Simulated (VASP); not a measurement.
A run of VASP 6.6.1 is set up as follows.

The input INCAR:

```
SYSTEM = TiS2
  PREC = Accurate
  ENCUT = 520
  EDIFF = 1E-7
  ISMEAR = 0
  SIGMA = 0.1
  LREAL = .False.
  LASPH = .True.
  NELM = 150
  ALGO = Fast
  ISIF = 2
  LWAVE = .False.
  LCHARG = .False.
  ISPIN = 2
  MAGMOM = 1 0 0
  LORBIT = 11
  LMAXMIX = 4
  GGA = PE
  NBANDS = 23
```

Contents of KPOINTS:

```
Automatic mesh
0
Gamma
  6 6 4
  0 0 0
```

File POSCAR:

```
TiS2
1.0
    3.4120010000      0.0000000000      0.0000000000
   -1.7060000000      2.9548790000      0.0000000000
    0.0000000000      0.0000000000      5.6950000000
Ti S
1 2
Direct
    0.0000000000      0.0000000000      0.0000000000
    0.3333330000      0.6666670000      0.2500000000
    0.6666670000      0.3333330000      0.7500000000
```

Potentials or basis: VASP PAW PBE potentials, release 64 (Ti_sv, S).

The run is started by

```bash
$ cat potpaw_PBE.64/Ti_sv/POTCAR potpaw_PBE.64/S/POTCAR > POTCAR
$ mpirun -np 1 vasp_std > vasp.out
```

Question: What does it give for the pressure?

Answer: 0.4 GPa.

Question: Predict the band gap on the k mesh.

Answer: None (metal or under the smearing width).

Question: Estimate the largest force.

Answer: 0.121 eV/Å.

Question: Predict the net moment.

Answer: 0.00 μB per cell.

Forces in eV/Å, atoms in the order of the input:
```
Ti   0.000  0.000  0.000
S    0.000  0.000 -0.121
S    0.000  0.000  0.121
```
